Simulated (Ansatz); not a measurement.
What does this script print? It uses Ansatz 0.2.0 through its Python package.

The script, `run_partial.py`:
```python
"""Where the band-edge states of CaSe lie."""

import itertools
import sys

import ansatz as az
import numpy as np

crystal = (
    az.Lattice.fcc(5.912)
    .space_group(225)
    .atom("Ca", (0.0, 0.0, 0.0))
    .atom("Se", (0.5, 0.0, 0.0))
    .primitive()
)

model = (
    crystal.calculation()
    .functional("PBE", dispersion="d4")
    .basis(20 * az.Ha)
    .kpoints(mesh=(4, 4, 4), shift=0.5)
    .scf(tolerance=1e-08, max_iterations=100, extra_bands=2, lower_state_search="standard")
    .occupations("fixed")
    .band_densities([("v1", "v1"), ("c1", "c1")])
)
try:
    result = model.run()
except az.NonConvergedError as error:
    sys.exit(f"no convergence: {error}")
except az.RefusalError as error:
    sys.exit(f"input refused: {error}")
summary = result.report
# share of each window within a sphere about each atom, summed on the grid
cell = np.asarray(result.lattice.cell_ang)
for names, window in zip([("v1", "v1"), ("c1", "c1")], result.band_densities().windows):
    density = window.outcome.density
    rho = density.channels[0].density_e_per_ang3
    axes = density.fft_grid_basis @ cell
    points = np.stack(np.meshgrid(*(np.arange(n) / n for n in rho.shape), indexing="ij"), axis=-1)
    print("bands", names, "electrons", np.round(window.outcome.n_electrons, 3), "peak", round(float(rho.max()), 3), "e/A^3")
    for index, site in enumerate(result.lattice.sites):
        offset = points - np.asarray(site.position_ang) @ np.linalg.inv(axes)
        offset -= np.round(offset)
        distance = np.min([np.linalg.norm((offset + image) @ axes, axis=-1) for image in itertools.product((-1, 0, 1), repeat=3)], axis=0)
        print(f"   {index} {site.symbol:2s} {100 * rho[distance < 1.0].sum() / rho.sum():5.1f} % within 1.0 A")
```

```console
$ python run_partial.py
DeckWarning: crystal.symmetry: narrowed to the stabiliser of the k-point mesh — unitary ops 48 → 12; excluded 36 operations that carry a point of the 4×4×4 mesh (shift [0.5, 0.5, 0.5]) off the mesh (the run samples exactly the mesh kpoints.mp_grid names, as under crystal.symmetry.detect: false, and its converged state has the mesh's symmetry, not the crystal's; ε∞, the Born charges and the force constants of a linear response (`dielectric:` by the response, `phonons.method: dfpt`) are averaged [...]
bands ('v1', 'v1') electrons [2.] peak 0.228 e/A^3
   0 Ca   4.3 % within 1.0 A
   1 Se  33.3 % within 1.0 A
bands ('c1', 'c1') electrons [2.] peak 0.253 e/A^3
   0 Ca  26.3 % within 1.0 A
   1 Se   5.8 % within 1.0 A
```
(Warnings from the package without file and line, shortened.)

Reading the output:
- These settings explore the input space; cutoff and mesh may be short of convergence.
- Energy and stress may still move on a finer k-point mesh.
- Of the deposited cell: the entry's cell lengths or inner coordinates differ somewhat from later room-temperature determinations.
- The structure is a deposited one; some such entries were measured under pressure or heat, so a shift against it needn't be the functional's error alone.
- The windows are summed over all k-points with every state counted as full, the empty ones too; where a window cuts a degenerate level its bands share the weight. Values near the nuclei depend on the potentials. Spheres that overlap count density twice, so shares are no populations.
- It ran for 1.9 s on 1 thread of Arm Neoverse V2 (shared host), peak memory 0.35 GiB.

(Lines on the test bed's own set-up are left out of the output.)
